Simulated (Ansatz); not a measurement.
## TiSi$_{2}$: enthalpy against pressure

TiSi$_{2}$, Cmcm, a = 3.548 Å, b = 13.561 Å, c = 3.579 Å. This isn't the usual stable structure of the compound. Ansatz: PBE, PAW, 420 eV, Γ-centred 10×10×10 mesh on 6 atoms, Gaussian smearing 0.10 eV; no spin polarisation. Cell and atoms are relaxed at each pressure, and no other structure is tried, so the rows at high pressure may lie past a change of phase. y is the enthalpy over the state at zero pressure; there V0 = 14.349 Å³/atom. The pressures are the targets, met within 0.01 GPa.

| P (GPa) | y (eV/atom) |
| --- | --- |
| -1.0 | -0.0899 |
| 0.0 | 0.0000 |
| 1.0 | 0.0892 |
| 4.0 | 0.3529 |
| 12.0 | 1.0304 |
| 25.0 | 2.0691 |
| 50.0 | ? |
| 90.0 | 6.5815 |

Task: Fit y = c1 P + c2 P² + c3 P³ to the other rows, say what c1 and c2 mean, and predict the missing value.

Result: Least squares on the rows shown. y = 0.089185 P − 0.00028727 P² + 1.2095×10⁻⁶ P³. Since dH/dP = V, c1 is V0: 0.089185 eV/GPa × 160.2 = 14.287 Å³ against 14.349; c2 = −V0/(2B0) gives B0 = 155 GPa, where a Birch–Murnaghan fit to the volumes of the same runs (not shown) gives 126 GPa: a cubic over this range folds the higher terms into c2. Above P = −c2/(3 c3) = 79 GPa the cubic's slope, the volume, would rise with pressure, so the form fails there. At P = 50.0 the fit asked for gives 3.8923 eV/atom. The run gave 3.9127 eV/atom, so the fit is 0.0204 eV/atom too low, 0.31 % of the span of the series, against an rms of 0.0004 eV/atom on the fitted rows. With a term in P⁴ added, a fit to the same known rows predicts 3.9282 eV/atom, a smaller miss on the other side.

The mesh isn't the same in all rows (10×10×10, 12×12×10, 12×12×12).